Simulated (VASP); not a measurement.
# SiC: band gap with a hybrid functional, by functional

SiC, F-43m (no. 216), 2 atoms in the cell.

| Functional | Gap, path and mesh (eV) | Direct gap, path and mesh (eV) | Gap on the mesh (eV) | Direct gap at Γ (eV) | Time (s) |
|---|---|---|---|---|---|
| hybrid, METAGGA = R2SCAN AEXX = 0.05 | 2.01 | 5.40 | 2.01 | 7.19 | 62 |
| hybrid, METAGGA = R2SCAN AEXX = 0.1 | 2.30 | 5.75 | 2.30 | 7.54 | 78 |
| hybrid, METAGGA = R2SCAN AEXX = 0.2 | 2.89 | 6.45 | 2.89 | 8.26 | 89 |
| hybrid, METAGGA = R2SCAN AEXX = 0.3 | 3.49 | 7.16 | 3.49 | 8.99 | 102 |
| hybrid, METAGGA = R2SCAN AEXX = 0.5 | 4.71 | 8.60 | 4.71 | 10.45 | 99 |

## Input of the first row

INCAR.step1:
```
SYSTEM = SiC
PREC = Accurate
ENCUT = 450
EDIFF = 1E-5
ISMEAR = 0
SIGMA = 0.02
LREAL = .FALSE.
LASPH = .TRUE.
GGA_COMPAT = .FALSE.
ALGO = Normal
NELM = 150
ISIF = 2
LWAVE = .TRUE.
LCHARG = .FALSE.
GGA = PE
NBANDS = 11
KPAR = 4
```

INCAR.step2, as INCAR.step1 but for:
```
- EDIFF = 1E-5
- LWAVE = .TRUE.
- GGA = PE
+ EDIFF = 1E-6
+ LWAVE = .FALSE.
+ ISTART = 1
+ LHFCALC = .TRUE.
+ METAGGA = R2SCAN
+ AEXX = 0.05
+ PRECFOCK = Fast
+ HFRCUT = -1
+ LMIXTAU = .TRUE.
```

KPOINTS:
```
k-points
0
Gamma
  6 6 6
```

KPOINTS_OPT:
```
path GXWKGLUWLK,UX
4
line-mode
reciprocal
 0.0000000000  0.0000000000  0.0000000000  G
 0.5000000000  0.0000000000  0.5000000000  X

 0.5000000000  0.0000000000  0.5000000000  X
 0.5000000000  0.2500000000  0.7500000000  W

 0.5000000000  0.2500000000  0.7500000000  W
 0.3750000000  0.3750000000  0.7500000000  K

 0.3750000000  0.3750000000  0.7500000000  K
 0.0000000000  0.0000000000  0.0000000000  G

 0.0000000000  0.0000000000  0.0000000000  G
 0.5000000000  0.5000000000  0.5000000000  L

 0.5000000000  0.5000000000  0.5000000000  L
 0.6250000000  0.2500000000  0.6250000000  U

 0.6250000000  0.2500000000  0.6250000000  U
 0.5000000000  0.2500000000  0.7500000000  W

 0.5000000000  0.2500000000  0.7500000000  W
 0.5000000000  0.5000000000  0.5000000000  L

 0.5000000000  0.5000000000  0.5000000000  L
 0.3750000000  0.3750000000  0.7500000000  K

 0.6250000000  0.2500000000  0.6250000000  U
 0.5000000000  0.0000000000  0.5000000000  X
```

POSCAR:
```
SiC
1.0
    0.0000000000      2.1790000000      2.1790000000
    2.1790000000      0.0000000000      2.1790000000
    2.1790000000      2.1790000000      0.0000000000
Si C
1 1
Direct
    0.0000000000      0.0000000000      0.0000000000
    0.7500000000      0.7500000000      0.7500000000
```

Commands (each step's output is kept before the next begins):
```
cat potpaw_PBE.64/Si/POTCAR potpaw_PBE.64/C/POTCAR > POTCAR
cp INCAR.step1 INCAR
mpirun -np 4 vasp_std > vasp.out
cp INCAR.step2 INCAR
mpirun -np 4 vasp_std > vasp.out
```

Changes of the last row against the first:
```
(step 2)
- AEXX = 0.05
+ AEXX = 0.5
```

VASP 6.6.1 took 62 s on 4 cores (Intel Xeon Platinum 8488C (Sapphire Rapids)), a shared host.
